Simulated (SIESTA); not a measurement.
As in SIESTA: the effect of target pressure

Crystal: As.

```
As
1.0
     1.88080    1.08588    3.51406
    -1.88080    1.08588    3.51406
     0.00000   -2.17176    3.51406
As
2
Direct
  0.22600 0.22600 0.22600
  0.77400 0.77400 0.77400
```

Alike in all runs:

* Program: SIESTA 5.4.2
* Task: relaxation of cell and atoms
* Functional: PBE
* Potentials or basis: PseudoDojo 0.4 standard (PBE files)
* Basis: DZP (energy shift 0.003 Ry; two zetas on semicore shells)
* Grid cutoff: 500 Ry
* Energy shift: 0.003 Ry
* k mesh: 6 × 6 × 6
* Occupations: fermi-dirac, width 0.05 eV
* Spin: no spin polarisation

Each run relaxes the cell or the atoms first.

```csv
target pressure,target pressure,relaxed volume (Å³/atom)
0 GPa,-,22.55
2 GPa,2 GPa,21.83
5 GPa,5 GPa,20.92
10 GPa,10 GPa,19.69
20 GPa,20 GPa,?
```

Q: What does the run with target pressure 20 GPa give?

A: Relaxed volume 18.02 Å³/atom.

Worked out: In Murnaghan's law V^(-B') rises as a straight line in P. The other rows fit best with B' = 3.2, V0 = 22.55 Å³/atom and B0 = 59 GPa, which gives 17.92 Å³/atom at 20 GPa, against the run's 18.02.

Caveats: the basis of atomic orbitals isn't converged, which shifts pressures, moduli and gaps; the volume moved by over 15 % at a fixed basis, so the end points are rough (some runs).
